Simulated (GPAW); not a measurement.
Write an ASE script for GPAW 26.7.0 that does the following.

| Quantity | Value |
| --- | --- |
| Task | band structure |
| Functional | PBE |
| Potentials or basis | JTH PAW 2.0, PBE |
| Cutoff | 800 eV |
| Basis | pw |
| k mesh | 11 × 11 × 11 |
| Occupations | fermi-dirac, width 0.05 eV |
| Spin | no spin polarisation |
| Maxiter | 150 |
| Band path | GHNGPH,PN |
| Band points | 100 |
| Data set | Li jth |

Li:

```
Li
1.0
    -1.75465    1.75465    1.75465
     1.75465   -1.75465    1.75465
     1.75465    1.75465   -1.75465
Li
1
Direct
  0.00000 0.00000 0.00000
```

One way to write it, as run:

run.py

```python
from ase import Atoms
from ase.dft.bandgap import bandgap
from ase.io import write
from ase.units import GPa
from gpaw import GPAW, PW, setup_paths

setup_paths.insert(0, '.')

atoms = Atoms(['Li'],
              cell=[[-1.75465, 1.75465, 1.75465],
                    [1.75465, -1.75465, 1.75465],
                    [1.75465, 1.75465, -1.75465]],
              scaled_positions=[[0.0, 0.0, 0.0]],
              pbc=True)

calc = GPAW(mode=PW(800),
            xc='PBE',
            kpts={'size': (11, 11, 11), 'gamma': True},
            occupations={'name': 'fermi-dirac', 'width': 0.05},
            setups={'Li': 'jth'},
            nbands=-6,
            convergence={'density': 1e-05, 'energy': 1e-05},
            maxiter=150,
            txt='gpaw.txt')
atoms.calc = calc
energy = atoms.get_potential_energy()
forces = atoms.get_forces()
stress = atoms.get_stress()
calc.write('gs.gpw')
write('result.traj', atoms)
print(f'Energy: {energy:.6f} eV')
print('Forces (eV/A):')
print(forces.round(4))
print('Stress (GPa):', (stress / GPa).round(3))
print('Fermi level:', round(calc.get_fermi_level(), 4), 'eV')
print(f'Gap: {bandgap(calc)[0]:.4f} eV, direct: {bandgap(calc, direct=True)[0]:.4f} eV')

path = atoms.cell.bandpath('GHNGPH,PN', npoints=100, eps=1e-4)
bs_calc = calc.fixed_density(kpts=path, symmetry='off', nbands=-14,
                             convergence={'bands': 'CBM+6.0', 'eigenstates': 1e-6}, txt='bands.txt')
bs = bs_calc.band_structure()
bs.write('bs.json')
print(f'Gap on the path: {bandgap(bs_calc)[0]:.4f} eV')
```

Potentials or basis: JTH PAW 2.0, PBE, pw.

Launch:

```console
$ OMP_NUM_THREADS=1 python run.py
```

Results of the run:

| Property | Result |
| --- | --- |
| Pressure | -0.9 GPa |
| Band gap along the path | none (metal or under the smearing width) |

Caveat: the program truncates these outside data sets.

It took 14 s on 1 thread of Arm Neoverse V1 (shared host), peak memory 0.19 GiB.
